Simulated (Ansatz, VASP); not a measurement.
**Two plane-wave programs on Al2Cu**

The input INCAR:

```
SYSTEM = Al2Cu
PREC = Accurate ; ENCUT = 520
EDIFF = 1E-6 ; ISMEAR = 0
SIGMA = 0.15 ; LREAL = .False.
LASPH = .True. ; NELM = 100
ALGO = Fast ; ISIF = 2
LWAVE = .False. ; LCHARG = .True.
GGA = PS ; LELF = .True.
LVHAR = .True. ; NBANDS = 16
```

File KPOINTS:

```
regular mesh
0
Gamma
  10 10 14
  0 0 0
```

File POSCAR:

```
Al2Cu
1.0
    4.1317889166      0.0000000000      0.0000000000
    0.0000000000      4.1317889166      0.0000000000
    0.0000000000      0.0000000000      2.7795850418
Al Cu
2 1
Direct
    0.5049764728      0.0000000000      0.5000000000
   -0.0726456654      0.5000000000      0.5000000000
    0.0287322400      0.0000000000      0.0000000000
```

Input for Ansatz:

```yaml
crystal:
  lattice:
    - [4.1317889166, 0.0, 0.0]
    - [0.0, 4.1317889166, 0.0]
    - [0.0, 0.0, 2.7795850418]
  atoms:
    - { symbol: Al, position: [0.5049764728, 0.0, 0.5] }
    - { symbol: Al, position: [-0.0726456654, 0.5, 0.5] }
    - { symbol: Cu, position: [0.02873224, 0.0, 0.0] }
basis:
  ecutwfc: 520.0
kpoints:
  mp_grid: { grid: [10, 10, 14] }
hamiltonian:
  xc: pbesol
  pseudopotentials: { kind: paw, azcp: { folder: soft_1 } }
scf:
  occupations: { method: gaussian, width: 0.15 }
output:
  forces: true
  stress: true
  eigenvalues: true
```

Change from the starting cell: mode 4 frozen in at -0.297 Å, strain +e along z and -e/2 along x and y -0.0233.

Alike in both runs: task single point; functional PBEsol; k mesh 10 × 10 × 14; occupations gaussian, width 0.15 eV; no spin polarisation.

|  | VASP | Ansatz |
| --- | --- | --- |
| version | VASP 6.6.1 | Ansatz 0.2.0 |
| potentials or method | VASP PAW PBE potentials, release 64 (Al, Cu) | scalar-relativistic, plane waves, PAW |
| plane-wave cutoff (eV) | 520 | 520 |
| valence electrons in the cell | 17 | 25 |

|  | VASP | Ansatz | Ansatz less VASP |
| --- | --- | --- | --- |
| gap on the k mesh at the Fermi level (eV) | none | none | - |
| pressure (GPa) | 1.6 | 1.4 | -0.21 |
| largest component of the traceless stress (GPa) | 1.35 | 1.36 | +0.010 |
| rms of the force components (eV/Å) | 0.305 | 0.308 | +0.0026 |

Atom by atom the forces differ by 0.003 eV/Å (rms over components). A gap of «none» marks a metal or a gap that the smearing closes. The two sets of potentials don't hold the same shells in valence. Ansatz warned: «pseudo_functional_mismatch».

Caveats: the PAW data sets were made with another functional, which shifts forces and pressure a little (VASP).
